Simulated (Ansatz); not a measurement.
This was printed by a script on Ansatz 0.2.0, Python API, for an equation of state with a fit of PbSe, space group Cmcm. What did the script look like? Settings (first run): PBEsol, PAW, cutoff 450 eV, 6×6×4 k-points, fixed occupations.

```
Pb Se
1.0
     2.15488   -6.13395    0.00000
     2.15488    6.13395    0.00000
     0.00000    0.00000    4.45049
Pb Se
2 2
Cartesian
  2.1549 -1.6164 3.3379
  2.1549 1.6164 1.1126
  2.1549 -4.4323 3.3379
  2.1549 4.4323 1.1126
```

```console
$ python eos_pbse.py
V =  25.8835 A^3/atom  F = -8590.02332 eV/atom
V =  27.0600 A^3/atom  F = -8590.05348 eV/atom
V =  28.2366 A^3/atom  F = -8590.06332 eV/atom
V =  29.4131 A^3/atom  F = -8590.05697 eV/atom
V =  30.5896 A^3/atom  F = -8590.03772 eV/atom
V =  31.7661 A^3/atom  F = -8590.00822 eV/atom
V =  32.9427 A^3/atom  F = -8589.97055 eV/atom
Vinet fit: V0 = 28.3213 A^3/atom, B0 = 52.0 GPa, B1 = 4.42
largest residual 0.018 meV/atom
```

The script that was run (others could print the same):

Script `eos_pbse.py`:
```python
"""Energy against volume for PbSe, with a fit."""

import ansatz
import numpy as np
from scipy.optimize import curve_fit

vectors0 = np.array([
    [2.15487659, -6.13394735, 0.0],
    [2.15487659, 6.13394735, 0.0],
    [0.0, 0.0, 4.45049357],
])
sites = [
    ("Pb", (0.63176073, 0.36823927, 0.75)),
    ("Pb", (0.36823927, 0.63176073, 0.25)),
    ("Se", (0.86128996, 0.13871004, 0.75)),
    ("Se", (0.13871004, 0.86128996, 0.25)),
]


def make_crystal(cell):
    crystal = ansatz.Crystal(lattice=ansatz.Lattice.of(cell))
    for symbol, position in sites:
        crystal = crystal.atom(symbol, position)
    return crystal

def vinet(v, e0, v0, b0, b1):
    eta = (v / v0) ** (1 / 3)
    return e0 + 2 * b0 * v0 / (b1 - 1) ** 2 * (2 - (5 + 3 * b1 * (eta - 1) - 3 * eta) * np.exp(-1.5 * (b1 - 1) * (eta - 1)))

# uniform scaling of the cell
volumes, energies = [], []
for scale in np.linspace(0.88, 1.12, 7):
    cell = vectors0 * scale ** (1 / 3)
    calc = (
        make_crystal(cell).calculation()
        .occupations("fixed")
        .basis(450)
        .functional("pbesol")
        .kpoints(6, 6, 4)
    )
    data = calc.run(threads=1, backend="cpu").report
    volumes.append(abs(np.linalg.det(cell)) / len(sites))
    energies.append(data["free_energy_ev"] / len(sites))
    print(f"V = {volumes[-1]:8.4f} A^3/atom  F = {energies[-1]:.5f} eV/atom")

guess = (min(energies), volumes[int(np.argmin(energies))], 0.5, 4.5)
(e0, v0, b0, b1), _ = curve_fit(vinet, np.array(volumes), np.array(energies), p0=guess, maxfev=20000)
print(f"Vinet fit: V0 = {v0:.4f} A^3/atom, B0 = {160.21766 * b0:.1f} GPa, B1 = {b1:.2f}")
print("largest residual", round(1000 * float(np.abs(vinet(np.array(volumes), e0, v0, b0, b1) - energies).max()), 3), "meV/atom")
```

A third-order Birch-Murnaghan fit through the 7 points (the script's own form differs a little) has its minimum at 28.32 Å³ an atom, 3.7 % below the typed cell, with a bulk modulus of 52 GPa and dB/dP = 4.5. From that minimum the energy rises by 40.0 meV an atom on the compressed side and 92.8 meV on the expanded side.

What to keep in mind:
- Absolute energies stand on the zero of these potentials, so only differences at equal settings mean something.
- Shape and fractional positions are held along the curve, so the bulk modulus is an upper value where they are free to relax, by a factor of two or more in layered or hydrogen-bonded cells.
- For a gap this small the mesh is coarse, and bands can meet between its points.
- Spin-orbit coupling, which matters for elements this heavy, is left out.
- This cell is a computed structure, which may not be the phase found in nature.
- The whole script took 57 s on 1 thread of Arm Neoverse V2, with other jobs on the host, peak memory 0.57 GiB.
